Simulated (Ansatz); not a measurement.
SrO (R-3m) at 3 levels of theory

One geometry, relaxed with PBE; plane waves with PAW potentials in Ansatz, scalar-relativistic. No spin polarisation. Gaps are the least over mesh and band path; pressure is positive in compression.

```
CELL_PARAMETERS angstrom
1.80688 1.04320 9.32804
-1.80688 1.04320 9.32804
0.00000 -2.08641 9.32804
ATOMIC_POSITIONS crystal
Sr 0.50000 0.50000 0.50000
Sr 0.61241 0.61241 0.61241
Sr 0.38759 0.38759 0.38759
O 0.00000 0.00000 0.00000
O 0.77707 0.77707 0.77707
O 0.22293 0.22293 0.22293
```

| level | cutoff (eV) | k mesh | gap (eV) | pressure (GPa) |
| --- | --- | --- | --- | --- |
| PBE | 420 | 6×6×6 | 3.50 | 0.0 |
| r2SCAN | 500 | 6×6×6 | 3.99 | -1.9 |
| PBEsol | 420 | 6×6×6 | 3.40 | -3.6 |

It was reached by relaxing an invented guess, and it needn't be the stable form of this composition.
